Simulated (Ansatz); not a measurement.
# AlAu (Pm-3m) in Ansatz: further runs

One crystal, AlAu, is run at these levels: PBEsol; tasks: single point, equation of state.

All numbers are computed with Ansatz 0.2.0; they aren't measurements. Logs are shortened: lines on timing, memory, paths and dates and some standing lists are left out, and cuts for length are marked.

**1. Starting point**

Symmetry: Pm-3m, No. 221, cubic system. The conventional cell has a = 3.224 Å, b = 3.224 Å, c = 3.224 Å, α = 90.00°, β = 90.00°, γ = 90.00°. Around Au (site symmetry m-3m) lie 8 Al at 2.79 Å. Around Al (site symmetry m-3m) lie 8 Au at 2.79 Å.

The cell comes from a database or a generator and needn't be the stable form of this composition.

**2. Single point, PBEsol, 15.75 Å³/atom (volume scaled by 0.94)**

input.yaml reads:

```yaml
crystal:
  lattice:
    - [3.1581287985, 0.0, 0.0]
    - [0.0, 3.1581287985, 0.0]
    - [0.0, 0.0, 3.1581287985]
  atoms:
    - { symbol: Au, position: [0.5, 0.5, 0.5] }
    - { symbol: Al, position: [0.0, 0.0, 0.0] }
hamiltonian:
  xc: pbesol
  pseudopotentials: { kind: paw }
kpoints:
  mp_grid: { grid: [8, 8, 8] }
scf:
  occupations: { method: fermi_dirac, width: 0.05 }
output:
  forces: true
  stress: true
  eigenvalues: true
```

Potentials or basis: Ansatz PAW.

Run with:

```
ansatz run input.yaml --threads 2 --pin off --max-ram 5632MiB --backend cpu --events-out ev --progress --plain --runs-dir out
```

Standard output:

```text
Warning: RAYON_NUM_THREADS=2 ignored (pool sized by the plan → 2); use --threads N
Engine: ansatz 0.2.0, x86_64-unknown-linux-gnu
Pseudopotentials: kind: paw
Pseudopotential: Au, paw, valence charge 19, recommended cutoff 420 eV (normal), Au.paw.azcp
Pseudopotential: Al, paw, valence charge 3, recommended cutoff 420 eV (normal), Al.paw.azcp
Functional definition: PBEsol
  exchange = pbesol_x
  correlation = pbesol_c
Crystal: 2 atoms, lattice volume = 31.498 Å³
Basis set: ecut = 420 eV, 619 PW (Γ), exchange–correlation on 48×48×48 points (8 copies of the dense FFT grid, shifted against one another)
Bands: 15, of which v1, the nominal top of the filled ones, is band 11 counted from 1 (10 counted from 0)
Symmetry: 48 space group operations
Space group: Pm-3m (ITA 221), of the structure as read, at distance tolerance 3.2e-5 Å
k-points: 35 of 512
Non-local potential: Au, projectors of the file, l = 0: 3, l = 1: 2, l = 2: 2, l = 3: 1
Non-local potential: Al, projectors of the file, l = 0: 2, l = 1: 2, l = 2: 1
PAW form: soft (Blöchl's): semilocal exchange-correlation on the pseudo side does not see the compensation charge
PAW frozen core: Au, regenerated for the run's functional, and the local potential with it (the file was generated under x = pbe(κ = 0.804, μ = 0.2195149727645171), c = pbe(β = 0.06672455060314922))
PAW frozen core: Al, regenerated for the run's functional, and the local potential with it (the file was generated under x = pbe(κ = 0.804, μ = 0.2195149727645171), c = pbe(β = 0.06672455060314922))
PAW one-centre angular grid: Au, 590 points (default); XC on 64 Gauss nodes
PAW one-centre angular grid: Al, 110 points (default); XC on 64 Gauss nodes
Initial density: superposition of atomic densities (neutral atoms: chi_scale 0, normalization atom), corrected by the library's trained network
Initial wavefunctions: pseudopotential atomic-orbital guess
Functional: x = pbesol(κ = 0.804, μ = 0.12345679012345678), c = pbesol(β = 0.046)
SCF iter   1: F=—  HF=-13532.202001 eV  |F-HF|=—  |Δ(HF+E_count)|=         —  Δρ=4.19e-3  dr2=5.72e-3  ethr=1.77e-3  ⟨swp⟩=4.9  Hψ=2514  notcnv=0
preconditioner: auto → none  [metal: Δε(μ)=0.084 eV  Ē_g=10.545 eV  σ=0.050 eV  W_gap=0.35  n_scr=6 (ndim 8)  ℏωp=24.8 eV  f_vac=0.000  D(μ)=1.03/eV (n_scr^D=6)  sad-step TF]
SCF iter   2: F=—  HF=-13532.201202 eV  |F-HF|=—  |Δ(HF+E_count)|=   7.99e-4  Δρ=2.54e-3  dr2=2.26e-3  ethr=2.60e-5  ⟨swp⟩=1.1  Hψ=809  notcnv=0
SCF iter   3: F=—  HF=-13532.200499 eV  |F-HF|=—  |Δ(HF+E_count)|=   7.04e-4  Δρ=5.54e-4  dr2=1.18e-4  ethr=1.03e-5  ⟨swp⟩=2.4  Hψ=732  notcnv=0
SCF iter   4: F=—  HF=-13532.200474 eV  |F-HF|=—  |Δ(HF+E_count)|=   2.49e-5  Δρ=3.52e-4  dr2=4.97e-5  ethr=5.35e-7  ⟨swp⟩=2.2  Hψ=864  notcnv=0
SCF iter   5: F=—  HF=-13532.200448 eV  |F-HF|=—  |Δ(HF+E_count)|=   2.64e-5  Δρ=1.56e-4  dr2=9.04e-6  ethr=2.26e-7  ⟨swp⟩=1.4  Hψ=588  notcnv=0
SCF iter   6: F=—  HF=-13532.200445 eV  |F-HF|=—  |Δ(HF+E_count)|=   2.33e-6  Δρ=3.13e-5  dr2=3.73e-7  ethr=4.11e-8  ⟨swp⟩=2.7  Hψ=772  notcnv=0
SCF iter   7: F=-13532.200445 eV  HF=-13532.200445 eV  |F-HF|=5.12e-9  |Δ(HF+E_count)|=   1.00e-7  Δρ=3.82e-6  dr2=5.56e-9  ethr=4.55e-10  ⟨swp⟩=4.4  Hψ=1730  notcnv=0
SCF 1 converged in 7 iterations: F = -13532.200445 eV  dr2 = 5.56e-9
SCF converged after 7 iterations
Free energy (F): -13532.200445 eV
Harris-Foulkes:  -13532.200445 eV  (|F-HF|=5.12e-9)
Internal energy: -13532.192317 eV  (E = F + TS)
E sigma→0 (E₀):  -13532.196381 eV
Entropy (-TS):   -0.008128 eV (-4.064 meV/atom)
Fermi energy:    16.379781 eV
--- Per-component energies (eV) ---
  E_band       = -284.602618
  E_kinetic    = 629.672911
  E_local      = -2388.937307  (includes V_loc(G=0)·N_el)
  E_nonlocal   = 84.219483
  E_hartree    = 1031.242222
  E_xc         = -267.994636
  E_vxc        = -306.504536  (∫ρ·V_xc dr)
  E_paw        = -10018.998529  (= ΣΔE_a)
  E_vpaw       = -365.543716  (= ΣTr[D̂ρ^β])
  E_aug_tail   = 0.001374  (compensation charges beyond the density's cutoff)
  E_ewald      = -2601.726453
  E_core_change = 0.328618  (= ΣΔE_core)
  E_smearing   = -0.008128  (= −TS)
  E_closure    = 0.000000  (closes the sum)
  Σ components = -13532.200445   (vs F -13532.200445, Δ=0.00e0)
--- Forces (eV/Å), atoms counted from 1 ---
  atom   1  Au     0.00000000    -0.00000000    -0.00000000
  atom   2  Al    -0.00000000    -0.00000000     0.00000000
  max |Σ_I F_I| component: 1.03e-28 eV/Å
--- Stress (GPa, compression-positive) ---
        2.239446       0.000000       0.000000
        0.000000       2.239446       0.000000
        0.000000      -0.000000       2.239446
  P = ⅓ Tr σ = 2.2394 GPa (22.394 kbar)
--- Band table (eV; the first three rows and the last of 35) ---
  k-point 0: bands = ["-90.7208", "-42.0828", "-42.0828", "-42.0828", "4.4269", "9.3126", "9.3126", "11.4375", "11.4375", "11.4375", "19.2077", "19.2077", "19.2077", "23.7075", "23.8595"]
  k-point 1: bands = ["-90.7206", "-42.0886", "-42.0824", "-42.0824", "4.6939", "9.3669", "9.4157", "11.2680", "11.2680", "11.4560", "17.5604", "19.6231", "19.6231", "23.5519", "23.8971"]
  k-point 2: bands = ["-90.7203", "-42.1025", "-42.0814", "-42.0814", "5.4620", "9.5025", "9.5956", "10.9000", "10.9000", "11.5012", "15.1781", "20.7266", "20.7266", "22.8513", "24.2620"]
  k-point 34: bands = ["-90.7181", "-42.1152", "-42.1152", "-42.1152", "8.7669", "8.7669", "8.7669", "12.4194", "12.4194", "16.1000", "17.0938", "17.0938", "17.0938", "18.7674", "20.1976"]
```

Run time: 4.8 s. Hardware: 2 threads of Intel Xeon at 2.50GHz (Skylake/Cascade Lake), shared host; peak memory 0.31 GiB.

What came out:

| Property | Result |
| --- | --- |
| Free energy | -13532.2004 eV |
| Pressure | 2.2 GPa |
| Band gap on the k mesh | none (metal or under the smearing width) |

Caveat: the PAW data sets come from PBE, with cores solved anew for the run's functional, which leaves a small shift of forces and pressure.

**3. Single point, PBEsol, 16.08 Å³/atom (volume scaled by 0.96)**

input.yaml: that of step 2 with these lines changed.

```diff
@@ -2,5 +2,5 @@
   lattice:
-    - [3.1581287985, 0.0, 0.0]
-    - [0.0, 3.1581287985, 0.0]
-    - [0.0, 0.0, 3.1581287985]
+    - [3.1803698749, 0.0, 0.0]
+    - [0.0, 3.1803698749, 0.0]
+    - [0.0, 0.0, 3.1803698749]
   atoms:
```

Potentials or basis: Ansatz PAW.

Run with:

```
ansatz run input.yaml --threads 2 --pin off --max-ram 5632MiB --backend cpu --events-out ev --progress --plain --runs-dir out
```

Run time: 4.4 s. Hardware: 2 threads of Intel Xeon at 2.50GHz (Skylake/Cascade Lake), shared host; peak memory 0.31 GiB.

Results (log left out):

```
Free energy            : -13532.2038 eV
Pressure               : -0.6 GPa
Band gap on the k mesh : none (metal or under the smearing width)
```

Caveat: the PAW data sets come from PBE, with cores solved anew for the run's functional, which leaves a small shift of forces and pressure.

**4. Single point, PBEsol, 16.42 Å³/atom (volume scaled by 0.98)**

input.yaml: that of step 3 with these lines changed.

```diff
@@ -2,5 +2,5 @@
   lattice:
-    - [3.1803698749, 0.0, 0.0]
-    - [0.0, 3.1803698749, 0.0]
-    - [0.0, 0.0, 3.1803698749]
+    - [3.2023041534, 0.0, 0.0]
+    - [0.0, 3.2023041534, 0.0]
+    - [0.0, 0.0, 3.2023041534]
   atoms:
@@ -19 +19,5 @@
   eigenvalues: true
+  write_density: true
+  write_potential: true
+  elf: true
+  volumetric_format: npy
```

Run with:

```
ansatz run input.yaml --threads 2 --pin off --max-ram 5632MiB --backend cpu --events-out ev --progress --plain --runs-dir out
```

It took 3.8 s on 2 threads of Intel Xeon at 2.50GHz (Skylake/Cascade Lake), shared host; peak memory 0.32 GiB.

Results (log left out):

| Item | Value |
| --- | --- |
| Free energy | -13532.1963 eV |
| Pressure | -3.0 GPa |
| Band gap on the k mesh | none (metal or under the smearing width) |

Caveat: the PAW data sets come from PBE, with cores solved anew for the run's functional, which leaves a small shift of forces and pressure.

**5. Single point, PBEsol, 16.75 Å³/atom**

input.yaml reads:

```yaml
crystal:
  lattice:
    - [3.223942, 0.0, 0.0]
    - [0.0, 3.223942, 0.0]
    - [0.0, 0.0, 3.223942]
  atoms:
    - { symbol: Au, position: [0.5, 0.5, 0.5] }
    - { symbol: Al, position: [0.0, 0.0, 0.0] }
hamiltonian:
  xc: pbesol
  pseudopotentials: { kind: paw }
kpoints:
  mp_grid: { grid: [8, 8, 8] }
scf:
  occupations: { method: fermi_dirac, width: 0.05 }
output:
  forces: true
  stress: true
  eigenvalues: true
```

Run with:

```
ansatz run input.yaml --threads 2 --pin off --max-ram 5632MiB --backend cpu --events-out ev --progress --plain --runs-dir out
```

Run time: 4.6 s. Hardware: 2 threads of Intel Xeon at 2.50GHz (Skylake/Cascade Lake), shared host; peak memory 0.31 GiB.

The run converged. Its results:

| Quantity | Value |
| --- | --- |
| Free energy | -13532.1790 eV |
| Pressure | -5.2 GPa |
| Band gap on the k mesh | none (metal or under the smearing width) |

Caveat: the PAW data sets come from PBE, with cores solved anew for the run's functional, which leaves a small shift of forces and pressure.

**6. Single point, PBEsol, 17.09 Å³/atom (volume scaled by 1.02)**

input.yaml: that of step 5 with these lines changed.

```diff
@@ -2,5 +2,5 @@
   lattice:
-    - [3.223942, 0.0, 0.0]
-    - [0.0, 3.223942, 0.0]
-    - [0.0, 0.0, 3.223942]
+    - [3.2452932315, 0.0, 0.0]
+    - [0.0, 3.2452932315, 0.0]
+    - [0.0, 0.0, 3.2452932315]
   atoms:
```

Potentials or basis: Ansatz PAW.

Run with:

```
ansatz run input.yaml --threads 2 --pin off --max-ram 5632MiB --backend cpu --events-out ev --progress --plain --runs-dir out
```

Run time: 4.4 s. Hardware: 2 threads of Intel Xeon at 2.50GHz (Skylake/Cascade Lake), shared host; peak memory 0.31 GiB.

Results (log left out):

| Item | Value |
| --- | --- |
| Free energy | -13532.1535 eV |
| Pressure | -7.0 GPa |
| Band gap on the k mesh | none (metal or under the smearing width) |

Caveat: the PAW data sets come from PBE, with cores solved anew for the run's functional, which leaves a small shift of forces and pressure.

**7. Single point, PBEsol, 17.42 Å³/atom (volume scaled by 1.04)**

input.yaml: that of step 6 with these lines changed.

```diff
@@ -2,5 +2,5 @@
   lattice:
-    - [3.2452932315, 0.0, 0.0]
-    - [0.0, 3.2452932315, 0.0]
-    - [0.0, 0.0, 3.2452932315]
+    - [3.2663671547, 0.0, 0.0]
+    - [0.0, 3.2663671547, 0.0]
+    - [0.0, 0.0, 3.2663671547]
   atoms:
@@ -19 +19,5 @@
   eigenvalues: true
+  write_density: true
+  write_potential: true
+  elf: true
+  volumetric_format: npy
```

Run with:

```
ansatz run input.yaml --threads 2 --pin off --max-ram 5632MiB --backend cpu --events-out ev --progress --plain --runs-dir out
```

It took 5.5 s on 2 threads of Intel Xeon at 2.50GHz (Skylake/Cascade Lake), shared host; peak memory 0.32 GiB.

It converged, with:

* Free energy: -13532.1210 eV
* Pressure: -8.5 GPa
* Band gap on the k mesh: none (metal or under the smearing width)

Caveat: the PAW data sets come from PBE, with cores solved anew for the run's functional, which leaves a small shift of forces and pressure.

**8. Single point, PBEsol, 17.76 Å³/atom (volume scaled by 1.06)**

input.yaml reads:

```yaml
crystal:
  lattice:
    - [3.2871726019, 0.0, 0.0]
    - [0.0, 3.2871726019, 0.0]
    - [0.0, 0.0, 3.2871726019]
  atoms:
    - { symbol: Au, position: [0.5, 0.5, 0.5] }
    - { symbol: Al, position: [0.0, 0.0, 0.0] }
hamiltonian:
  xc: pbesol
  pseudopotentials: { kind: paw }
kpoints:
  mp_grid: { grid: [8, 8, 8] }
scf:
  occupations: { method: fermi_dirac, width: 0.05 }
output:
  forces: true
  stress: true
  eigenvalues: true
```

Run with:

```
ansatz run input.yaml --threads 2 --pin off --max-ram 5632MiB --backend cpu --events-out ev --progress --plain --runs-dir out
```

Run time: 4.1 s. Hardware: 2 threads of Intel Xeon at 2.50GHz (Skylake/Cascade Lake), shared host; peak memory 0.31 GiB.

Results (log left out):

```
Free energy            : -13532.0828 eV
Pressure               : -9.8 GPa
Band gap on the k mesh : none (metal or under the smearing width)
```

Caveat: the PAW data sets come from PBE, with cores solved anew for the run's functional, which leaves a small shift of forces and pressure.

**9. Equation of state, PBEsol**

Potentials or basis: Ansatz PAW.

This step only gathers the single runs of the series.

Results:

| Item | Value |
| --- | --- |
| Equilibrium volume | 16.01 Å³/atom |
| Bulk modulus | 132 GPa |
| Pressure derivative of the bulk modulus | 6.3 (rough: it moves with the points fitted) |

Energy against volume, from the lowest point:
```csv
volume (Å³/atom),energy (meV/atom)
15.749,1.70
16.084,0.00
16.419,3.78
16.755,12.40
17.090,25.16
17.425,41.40
17.760,60.54
```
